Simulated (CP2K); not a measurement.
# LaH3 (Fm-3m) in CP2K: relaxation of cell and atoms with BLYP+D3(BJ)

Aim: the relaxation of cell and atoms of LaH3 with BLYP+D3(BJ).

Everything below comes from runs of CP2K 2026.2. Logs are shortened: lines on timing, memory, paths and dates and some standing lists are left out, and cuts for length are marked.

**1. Starting point**

The structure is cubic, space group Fm-3m (No. 225). The conventional cell has a = 5.573 Å, b = 5.573 Å, c = 5.573 Å, α = 90.00°, β = 90.00°, γ = 90.00°. La (site symmetry m-3m) is surrounded by 8 H at 2.41 Å. H (site symmetry -43m) has 4 La at 2.41 Å and 4 H at 2.41 Å as nearest neighbours. H (site symmetry m-3m) is surrounded by 8 H at 2.41 Å.

The cell comes from a database or a generator and needn't be the stable form of this composition.

**2. Relaxation of cell and atoms, BLYP+D3(BJ)**

lah3_vcrelax.inp

```
&GLOBAL
  PROJECT lah3_vcrelax
  RUN_TYPE CELL_OPT
  PRINT_LEVEL LOW
&END GLOBAL
&FORCE_EVAL
  METHOD QS
  STRESS_TENSOR ANALYTICAL
  &DFT
    BASIS_SET_FILE_NAME BASIS_MOLOPT_UCL
    BASIS_SET_FILE_NAME BASIS_MOLOPT_UZH
    POTENTIAL_FILE_NAME GTH_POTENTIALS
    &MGRID
      CUTOFF 550
      REL_CUTOFF 60
      NGRIDS 5
    &END MGRID
    &QS
      METHOD GPW
      EPS_DEFAULT 1.0E-10
      EXTRAPOLATION USE_PREV_P
    &END QS
    &KPOINTS
      SCHEME MONKHORST-PACK 6 6 6
      GAMMA_CENTERED T
    &END KPOINTS
    &SCF
      SCF_GUESS ATOMIC
      EPS_SCF 1.0E-6
      MAX_SCF 100
      ADDED_MOS 19
      CHOLESKY OFF
      EPS_EIGVAL 1.0E-7
      &DIAGONALIZATION ON
        ALGORITHM STANDARD
      &END DIAGONALIZATION
      &MIXING ON
        METHOD BROYDEN_MIXING
        ALPHA 0.4
        BETA 1.5
        NBUFFER 8
      &END MIXING
      &SMEAR ON
        METHOD FERMI_DIRAC
        ELECTRONIC_TEMPERATURE [K] 580.226
      &END SMEAR
    &END SCF
    &XC
      &XC_FUNCTIONAL
        &GGA_X_B88
        &END GGA_X_B88
        &GGA_C_LYP
        &END GGA_C_LYP
      &END XC_FUNCTIONAL
      &VDW_POTENTIAL
        POTENTIAL_TYPE PAIR_POTENTIAL
        &PAIR_POTENTIAL
          TYPE DFTD3(BJ)
          REFERENCE_FUNCTIONAL BLYP
          PARAMETER_FILE_NAME dftd3.dat
          R_CUTOFF 20
        &END PAIR_POTENTIAL
      &END VDW_POTENTIAL
    &END XC
    &PRINT
      &KPOINTS ON
      &END KPOINTS
      &MULLIKEN ON
        &EACH
          CELL_OPT 0
        &END EACH
        ADD_LAST NUMERIC
      &END MULLIKEN
      &MO ON
        ENERGIES T
        OCCUPATION_NUMBERS T
        &EACH
          QS_SCF 0
          CELL_OPT 0
        &END EACH
        ADD_LAST NUMERIC
      &END MO
    &END PRINT
  &END DFT
  &SUBSYS
    &CELL
      A 3.9406770295 0.0000000000 0.0000000000
      B 1.9703385147 3.4127264156 0.0000000000
      C 1.9703385147 1.1375754719 3.2175493211
      PERIODIC XYZ
    &END CELL
    &COORD
      SCALED
      La  0.0000000000 0.0000000000 0.0000000000
      H   0.2500000000 0.2500000000 0.2500000000
      H   0.7500000000 0.7500000000 0.7500000000
      H   0.5000000000 0.5000000000 0.5000000000
    &END COORD
    &KIND La
      BASIS_SET TZVP-MOLOPT-SR-GTH-q11
      POTENTIAL GTH-PBE-q11
    &END KIND
    &KIND H
      BASIS_SET TZVP-MOLOPT-PBE-GTH-q1
      POTENTIAL GTH-BLYP-q1
    &END KIND
    &PRINT
      &ATOMIC_COORDINATES ON
      &END ATOMIC_COORDINATES
      &CELL ON
      &END CELL
    &END PRINT
  &END SUBSYS
  &PRINT
    &FORCES ON
    &END FORCES
    &STRESS_TENSOR ON
    &END STRESS_TENSOR
  &END PRINT
&END FORCE_EVAL
&MOTION
  &CELL_OPT
    OPTIMIZER BFGS
    MAX_ITER 40
    MAX_FORCE [eV*angstrom^-1] 0.05
    RMS_FORCE [eV*angstrom^-1] 0.05
    MAX_DR 1.0E-2
    RMS_DR 1.0E-2
    EXTERNAL_PRESSURE [bar] 0.0
    PRESSURE_TOLERANCE [bar] 500
    KEEP_SPACE_GROUP T
  &END CELL_OPT
  &PRINT
    &TRAJECTORY ON
    &END TRAJECTORY
    &CELL ON
    &END CELL
    &FORCES ON
    &END FORCES
    &STRESS ON
    &END STRESS
    &RESTART OFF
    &END RESTART
    &RESTART_HISTORY OFF
    &END RESTART_HISTORY
  &END PRINT
&END MOTION
```

Potentials or basis: GTH_POTENTIALS La GTH-PBE-q11, H GTH-BLYP-q1; TZVP-MOLOPT-SR-GTH, TZVP-MOLOPT-PBE-GTH basis.

On the command line:

```
$ OMP_NUM_THREADS=1 cp2k.psmp -i lah3_vcrelax.inp -o lah3_vcrelax.out
```

lah3_vcrelax.out:

```text

 CP2K| version string:                                       CP2K version 2026.2
 CP2K| Input file name                                          lah3_vcrelax.inp

 GLOBAL| Force Environment number                                              1
 GLOBAL| Basis set file name                                    BASIS_MOLOPT_UCL
 GLOBAL| Potential file name                                      GTH_POTENTIALS
 GLOBAL| MM Potential file name                                     MM_POTENTIAL
 GLOBAL| Coordinate file name                                      __STD_INPUT__
 GLOBAL| Method name                                                        CP2K
 GLOBAL| Project name                                               lah3_vcrelax
 GLOBAL| Run type                                                       CELL_OPT
 GLOBAL| FFT library                                                       FFTW3
 GLOBAL| Diagonalization library                                       ScaLAPACK
[... 7 lines left out ...]
 GLOBAL| CPU model name                                                  UNKNOWN

 CELL| Volume [angstrom^3]:                                            43.271060
 CELL| Vector a [angstrom]:       3.941     0.000     0.000   |a| =     3.940677
 CELL| Vector b [angstrom]:       1.970     3.413     0.000   |b| =     3.940677
 CELL| Vector c [angstrom]:       1.970     1.138     3.218   |c| =     3.940677
 CELL| Angle (b,c), alpha [degree]:                                    60.000000
 CELL| Angle (a,c), beta  [degree]:                                    60.000000
 CELL| Angle (a,b), gamma [degree]:                                    60.000000
 CELL| Numerically orthorhombic:                                              NO
 CELL| Periodicity                                                           XYZ

 CELL_REF| Volume [angstrom^3]:                                        43.271060
 CELL_REF| Vector a [angstrom     3.941     0.000     0.000   |a| =     3.940677
 CELL_REF| Vector b [angstrom     1.970     3.413     0.000   |b| =     3.940677
 CELL_REF| Vector c [angstrom     1.970     1.138     3.218   |c| =     3.940677
 CELL_REF| Angle (b,c), alpha [degree]:                                60.000000
 CELL_REF| Angle (a,c), beta  [degree]:                                60.000000
 CELL_REF| Angle (a,b), gamma [degree]:                                60.000000
 CELL_REF| Numerically orthorhombic:                                          NO
 CELL_REF| Periodicity                                                       XYZ
[... 10 lines left out ...]

  Total number of            - Atomic kinds:                                   2
                             - Atoms:                                          4
                             - Shell sets:                                     4
                             - Shells:                                        23
                             - Primitive Cartesian functions:                 22
                             - Cartesian basis functions:                     59
                             - Spherical basis functions:                     53

  Maximum angular momentum of- Orbital basis functions:                        3
                             - Local part of the GTH pseudopotential:          2
                             - Non-local part of the GTH pseudopotential:      3

 MODULE QUICKSTEP: ATOMIC COORDINATES IN ANGSTROM

   Atom Kind Element         X             Y             Z       Z(eff)     Mass
      1    1 La   57      0.000000      0.000000      0.000000  11.0000 138.9055
      2    2 H     1      1.970339      1.137575      0.804387   1.0000   1.0079
      3    2 H     1      5.911016      3.412726      2.413162   1.0000   1.0079
      4    2 H     1      3.940677      2.275151      1.608775   1.0000   1.0079

 SCF PARAMETERS         Density guess:                                    ATOMIC
[... 9 lines left out ...]
                        --------------------------------------------------------
                        level_shift [a.u.]:                             0.000000
                        added MOs                                        19    0
                        --------------------------------------------------------
                        Mixing method:                            BROYDEN_MIXING
[... 11 lines left out ...]
 *******************************************************************************
 BRILLOUIN| K-point scheme                                        Monkhorst-Pack
 BRILLOUIN| K-Point grid                                             6    6    6
 BRILLOUIN| Gamma-centered k-point mesh                                     ON
 BRILLOUIN| K-point symmetry accuracy                               0.100000E-05
 BRILLOUIN| K-Point point group symmetrization                               OFF
[... 308 lines left out ...]
 OPT| Pressure tolerance [bar]                                    500.0000000000
 OPT| Pressure is converged                                                   NO
 OPT| **************************************************************************

 --------------------------
 OPTIMIZATION STEP:      2
 --------------------------
[... 100 lines left out ...]
 OPT| **************************************************************************
 OPT| Step number                                                              2
 OPT| Optimization method                                                   BFGS
 OPT| Total energy [hartree]                                      -33.4843105434
 OPT| Internal pressure [bar]                                     935.1277280173
 OPT| Effective energy change [hartree]                            -0.0002499495
 OPT| Predicted energy change [hartree]                            -0.0002788750
 OPT| Scaling factor                                                0.0000000000
 OPT| Step size                                                     0.0645751107
 OPT| Trust radius                                                  0.4724315332
 OPT| Decrease in energy                                                     YES
 OPT|
 OPT| Maximum step size                                             0.0645751107
 OPT| Convergence limit for maximum step size                       0.0100000000
 OPT| Maximum step size is converged                                          NO
 OPT|
 OPT| RMS step size                                                 0.0243316509
 OPT| Convergence limit for RMS step size                           0.0100000000
 OPT| RMS step size is converged                                              NO
 OPT|
 OPT| Maximum gradient                                              0.0001494907
 OPT| Convergence limit for maximum gradient                        0.0009723453
 OPT| Maximum gradient is converged                                          YES
 OPT|
 OPT| RMS gradient                                                  0.0000563279
 OPT| Convergence limit for RMS gradient                            0.0009723453
 OPT| RMS gradient is converged                                              YES
 OPT|
 OPT| Pressure deviation [bar]                                    935.1277280173
 OPT| Pressure tolerance [bar]                                    500.0000000000
 OPT| Pressure is converged                                                   NO
 OPT| **************************************************************************

 --------------------------
 OPTIMIZATION STEP:      3
 --------------------------
[... 100 lines left out ...]
 OPT| **************************************************************************
 OPT| Step number                                                              3
 OPT| Optimization method                                                   BFGS
 OPT| Total energy [hartree]                                      -33.4843126910
 OPT| Internal pressure [bar]                                     -36.9569965227
 OPT| Effective energy change [hartree]                            -0.0000021476
 OPT| Predicted energy change [hartree]                            -0.0000005225
 OPT| Scaling factor                                                0.0000000000
 OPT| Step size                                                     0.0027352329
 OPT| Trust radius                                                  0.4724315332
 OPT| Decrease in energy                                                     YES
 OPT|
 OPT| Maximum step size                                             0.0027352329
 OPT| Convergence limit for maximum step size                       0.0100000000
 OPT| Maximum step size is converged                                         YES
 OPT|
 OPT| RMS step size                                                 0.0010306252
 OPT| Convergence limit for RMS step size                           0.0100000000
 OPT| RMS step size is converged                                             YES
 OPT|
 OPT| Maximum gradient                                              0.0000059130
 OPT| Convergence limit for maximum gradient                        0.0009723453
 OPT| Maximum gradient is converged                                          YES
 OPT|
 OPT| RMS gradient                                                  0.0000022280
 OPT| Convergence limit for RMS gradient                            0.0009723453
 OPT| RMS gradient is converged                                              YES
 OPT|
 OPT| Pressure deviation [bar]                                    -36.9569965227
 OPT| Pressure tolerance [bar]                                    500.0000000000
 OPT| Pressure is converged                                                  YES
 OPT| **************************************************************************

 *******************************************************************************
 ***                    GEOMETRY OPTIMIZATION COMPLETED                      ***
 *******************************************************************************

 write_final_structure: Optimization converged, writing XYZ file gladly:
  lah3_vcrelax-FINAL-1_3.xyz

 write_final_structure: Optimization converged, writing CIF file gladly:
  lah3_vcrelax-FINAL-1_3.cif

 write_final_structure: Done!

                    Reevaluating energy at the minimum

 CELL| Volume [angstrom^3]:                                            42.092245
 CELL| Vector a [angstrom]:       3.912     0.000     0.000   |a| =     3.912417
 CELL| Vector b [angstrom]:       1.970     3.380     0.000   |b| =     3.912448
 CELL| Vector c [angstrom]:       1.970     1.138     3.183   |c| =     3.912464
 CELL| Angle (b,c), alpha [degree]:                                    59.681160
 CELL| Angle (a,c), beta  [degree]:                                    59.761254
 CELL| Angle (a,b), gamma [degree]:                                    59.761123
 CELL| Numerically orthorhombic:                                              NO
 CELL| Periodicity                                                           XYZ
[... 491 lines left out ...]
 MO|     25               1.195096              32.520219               0.000000
 MO|     26               1.199239              32.632962               0.000000
 MO| Sum:                                                              14.000000
 MO| E(Fermi):            0.359729 a.u.          9.788717 eV
 MO| Band gap:            0.133989 a.u.          3.646024 eV

 [... the levels of further k-points ...]

 !-----------------------------------------------------------------------------!
                     Mulliken Population Analysis

 #  Atom  Element  Kind  Atomic population                           Net charge
       1     La       1          9.344173                              1.655827
       2     H        2          1.605070                             -0.605070
       3     H        2          1.605073                             -0.605073
       4     H        2          1.445684                             -0.445684
 # Total charge                             14.000000                 -0.000000

 !-----------------------------------------------------------------------------!

 ENERGY| Total FORCE_EVAL ( QS ) energy [hartree]            -33.484312690980317
```

It took 7.8 min on 1 thread of Arm Neoverse V1, shared host; peak memory 0.48 GiB.

What came out:

```
Free energy                            : -911.1545 eV
Relaxed volume                         : 10.52 Å³/atom
Relaxed cell                           : a = 3.912 Å, b = 3.912 Å, c = 3.912 Å, α = 59.68°, β = 59.76°, γ = 59.76°
Space group after relaxing (to 0.05 Å) : Fm-3m (No. 225)
Energy gained by relaxing              : 1.9 meV/atom
Ionic steps                            : 5
Pressure after relaxing                : 0.0 GPa
Band gap on the k mesh                 : none (metal or under the smearing width)
Mulliken charges                       : La +1.66; H -0.61, -0.45 e
```

The path:
```
step  energy change (eV)  largest force (eV/Å)  volume (Å³)
   1              0.0000                0.0000        43.27
   2             -0.0009                0.0003        43.21
   3             -0.0077                0.0076        42.04
   4             -0.0077                0.0071        42.09
   5             -0.0077                0.0071        42.09
```

Final structure:
```xyz
4
Lattice="3.9124 0.0000 0.0000 1.9703 3.3801 0.0000 1.9703 1.1376 3.1829" Properties=species:S:1:pos:R:3 pbc="T T T"
La    0.0000    0.0000    0.0000
H     1.9633    1.1294    0.7957
H     5.8898    3.3882    2.3872
H     3.9265    2.2588    1.5915
```

Caveat: Mulliken charges move with the basis; the potentials were made for another functional, which shifts forces and pressure; the basis of atomic orbitals isn't converged, which shifts pressures, moduli and gaps; the real-space grid breaks the cell's symmetry a little; pairwise dispersion overbinds metals, which lowers pressure and volume. The run has no spin-orbit coupling, so splittings on La are missing.
